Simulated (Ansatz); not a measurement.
Crystal: Sb.

```
Sb
1.0
     0.00000    2.37124    2.37124
     2.37124    0.00000    2.37124
     2.37124    2.37124    0.00000
Sb
1
Cartesian
  0.0000 0.0000 0.0000
```

This isn't the form of Sb at room conditions, which is rhombohedral.

| Property | Result |
| --- | --- |
| Program | Ansatz 0.2.0 |
| Task | single point |
| Functional | PBE |
| Potentials or basis | Ansatz PAW |
| Cutoff | 420 eV (not typed: the program's choice for these potentials) |
| k mesh | 10 × 10 × 10 |
| Occupations | fermi-dirac, width 0.05 eV |
| Spin | no spin polarisation |

On this cell: pressure 1.9 GPa; band gap on the k mesh none (metal or under the smearing width).

The same run follows on a disturbed copy (cell strained at random at fixed volume):

```xyz
1
Lattice="-0.0168 2.3807 2.4017 2.3698 0.0443 2.3405 2.4096 2.3595 0.0045" Properties=species:S:1:pos:R:3 pbc="T T T"
Sb    0.0053   -0.0427    0.0125
```

Task: What does the disturbed cell give?

Result: The energy (extrapolated to zero smearing) moves by -2.0 meV/atom; pressure 1.8 GPa; band gap on the k mesh none (metal or under the smearing width).

Stress tensor (GPa, compression positive):
```
1.87 0.41 0.22
0.41 1.91 0.07
0.22 0.07 1.50
```

The energy falls, though the first cell shows no forces: that form is unstable against this distortion, unless noise or another electronic state is at work.
